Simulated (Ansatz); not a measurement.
Ag, 1 atom in the cell. It takes space group Fm-3m (No. 225, cubic). The conventional cell has a = 4.085 Å, b = 4.085 Å, c = 4.085 Å, α = 90.00°, β = 90.00°, γ = 90.00°. Ag (site symmetry m-3m) has 12 Ag at 2.89 Å as nearest neighbours. 

- Program: Ansatz 0.2.0
- Task: band structure
- Functional: PBE
- Potentials or basis: JTH PAW
- Cutoff: 1380 eV (not typed: the program's choice for these potentials)
- k mesh: 11 × 11 × 11
- Occupations: fermi-dirac, width 0.05 eV
- Spin: no spin polarisation
- Path: [["G", "X", "W", "K", "G", "L", "U", "W", "L", "K"], ["U", "X"]]
- Points for each segment of the path: 14

Potentials or basis: JTH PAW.

The run is started by

```bash
$ ansatz run input.yaml --threads 2 --pin off --max-ram 5632MiB --backend cpu --events-out ev --progress --plain --runs-dir out
```

Hardware: 2 threads of Arm Neoverse V2, on a shared host.

Task: Estimate the wall time of this run.

Result: It took 2.8 s on 2 threads of Arm Neoverse V2 (shared host), peak memory 0.34 GiB. Counts: scf iterations 6, plane waves 1989, k points 56, bands 12.
